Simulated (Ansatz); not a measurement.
Clean, relaxed (100) surface of Sb, space group Pm-3m (No. 221) (top face towards +c; atoms held fixed, by place in the list: 1):

```
CELL_PARAMETERS angstrom
3.06174 0.00000 0.00000
0.00000 3.06174 0.00000
0.00000 0.00000 23.12349
ATOMIC_POSITIONS crystal
Sb 0.00000 0.00000 0.36759
Sb 0.00000 0.00000 0.49538
Sb 0.00000 0.00000 0.62315
```

All numbers below come from DFT PBEsol, scalar-relativistic, plane waves, PAW (Ansatz). Cutoff 420 eV; k points 9×9×1 on the computed 3-atom cell (Γ-centred); Gaussian smearing, width 0.10 eV; no spin polarisation. The cell repeats along c with a dipole correction in the vacuum.

H (atom) is adsorbed on the top face, one adsorbate per 9.4 Å², and relaxed from 3 starting sites (fractions of a and b). E_ads counts from the clean slab and the free adsorbate (spin-polarised where it has unpaired electrons); negative means bound. Heights count from the highest slab atom after relaxation. Δφ is the top face's. Δp counts per cell along +c. Bonded neighbours lie within 1.25 times the sum of covalent radii (1.35 for H) and, on that scale, within 12 % of the closest. With the adsorbate the cell is lengthened along c to keep the vacuum.

| start | ends at | E_ads (eV) | height (Å) | shortest contact | Δφ (eV) | Δp (e·Å) |
| --- | --- | --- | --- | --- | --- | --- |
| top (Sb) at (0.00, 0.00) | (0.00, 0.00), 1 bonded neighbour (Sb) | -1.98 | 1.73 | H–Sb 1.73 Å | +0.12 | -0.017 |
| hollow (Sb-Sb) at (0.50, 0.50), 1.0 Å under the top layer | (0.50, 0.50), 4 bonded neighbours (Sb) | -1.33 | -0.36 | H–Sb 2.19 Å | +0.02 | +0.003 |
| bridge (Sb-Sb) at (0.00, 0.50) | (0.00, 0.50), 2 bonded neighbours (Sb) | -1.51 | 1.24 | H–Sb 1.97 Å | -0.23 | -0.006 |

Among the sites tried, the lowest end comes from the top (Sb) at (0.00, 0.00) start; other sites may lie lower.

Each end is the local minimum or symmetric point that its start leads to. This isn't the usual crystal structure of Sb. The slab is only 6.1 Å thick, so the energies aren't converged with thickness.

For at least one of the starts the bottom face's work function also shifts by over 0.1 eV: the slab is too thin to screen the adsorbate, so the work functions aren't converged with thickness.

The adsorbed runs have no spin polarisation, so weakly bound open-shell ends lie too high.